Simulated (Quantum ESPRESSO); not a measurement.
Crystal: Sn.

```
Sn
1.0
    -1.72654    1.77555    2.33834
     1.72654   -1.77555    2.33834
     1.72654    1.77555   -2.33834
Sn
1
Direct
  0.00000 0.00000 0.00000
```

This isn't the form of Sn at room conditions, which is tetragonal (white tin).

Base run:

```yaml
Program: Quantum ESPRESSO 7.5
Functional: r2SCAN
Potentials_or_basis: SG15 PBE 1.2
Cutoff: 952 eV
Density_cutoff: 3810 eV
k_mesh: 11 × 11 × 11
Occupations: fermi-dirac, width 0.05 eV
Spin: no spin polarisation
```

Its results: band gap on the k mesh none (metal or under the smearing width); pressure -3.2 GPa.

**Question.** After a change of settings the same cell gave: band gap on the k mesh none (metal or under the smearing width); pressure -5.6 GPa. Which change was it?
A. functional from r2SCAN to LDA
B. functional from r2SCAN to SCAN
C. functional from r2SCAN to TASK
D. functional from r2SCAN to RPBE

**Answer.** A.

Caveats: the potentials were made for another functional, which shifts forces and pressure; spin-orbit coupling is left out, which moves the levels of the heavy elements.
